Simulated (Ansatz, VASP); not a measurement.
Two plane-wave programs on SnSe2

File INCAR:

```
SYSTEM = SnSe2
PREC = Accurate
ENCUT = 520
EDIFF = 1E-6
ISMEAR = 0
SIGMA = 0.15
LREAL = .False.
LASPH = .True.
NELM = 100
ALGO = Normal
ISIF = 2
LWAVE = .False.
LCHARG = .False.
LDIPOL = .True.
IDIPOL = 3
DIPOL = 0.5 0.5 0.489
GGA = PE
NBANDS = 35
```

Contents of KPOINTS:

```
regular mesh
0
Gamma
  4 4 1
  0 0 0
```

POSCAR

```
SnSe2
1.0
    3.8110000000      0.0000000000      0.0000000000
   -1.9055000000      3.3004228138      0.0000000000
    0.0000000000      0.0000000000     22.7441360000
Sn Se
2 4
Direct
    0.0000000000      0.0000000000      0.2638042615
    0.0000000000      0.0000000000      0.5335880862
    0.3333330000      0.6666670000      0.3309804338
    0.6666670000      0.3333330000      0.4664119138
    0.3333330000      0.6666670000      0.6007642585
    0.6666670000      0.3333330000      0.7361957385
```

Input for Ansatz:

```yaml
crystal:
  lattice:
    - [3.811, 0.0, 0.0]
    - [-1.905499999999999, 3.300422813822496, 0.0]
    - [0.0, -0.0, 22.744136]
  atoms:
    - { symbol: Sn, position: [0.0, 0.0, 0.2638042614588657] }
    - { symbol: Se, position: [0.3333329999999999, 0.6666669999999997, 0.3309804338137971] }
    - { symbol: Se, position: [0.6666669999999998, 0.3333329999999998, 0.4664119138225343] }
    - { symbol: Sn, position: [0.0, 0.0, 0.5335880861774657] }
    - { symbol: Se, position: [0.3333329999999999, 0.6666669999999997, 0.6007642585323971] }
    - { symbol: Se, position: [0.6666669999999998, 0.3333329999999998, 0.7361957385411343] }
kpoints:
  mp_grid:
    grid: [4, 4, 1]
efield:
  axis: 3
  dipole_correction: true
scf:
  occupations:
    method: gaussian
    width: 0.15
output:
  write_potential: true
  forces: true
```

Alike in both runs: task single point; functional PBE; k mesh 4 × 4 × 1; occupations gaussian, width 0.15 eV; no spin polarisation.

```csv
,VASP,Ansatz
version,VASP 6.6.1,Ansatz 0.2.0
potentials or method,"VASP PAW PBE potentials, release 64 (Sn_d, Se)","plane waves, PAW"
plane-wave cutoff (eV),520,420
valence electrons in the cell,52,92
```

|  | VASP | Ansatz | Ansatz less VASP |
| --- | --- | --- | --- |
| gap on the k mesh at the Fermi level (eV) | none | none | - |
| rms of the force components (eV/Å) | 0.396 | 0.385 | -0.0114 |

A gap of «none» marks a metal or a gap that the smearing closes. The two sets of potentials don't hold the same shells in valence. Ansatz warned: «structure_snapped_to_symmetry».

Caveats: the k mesh is coarse (spacing up to 0.48 Å⁻¹), so the values aren't converged.
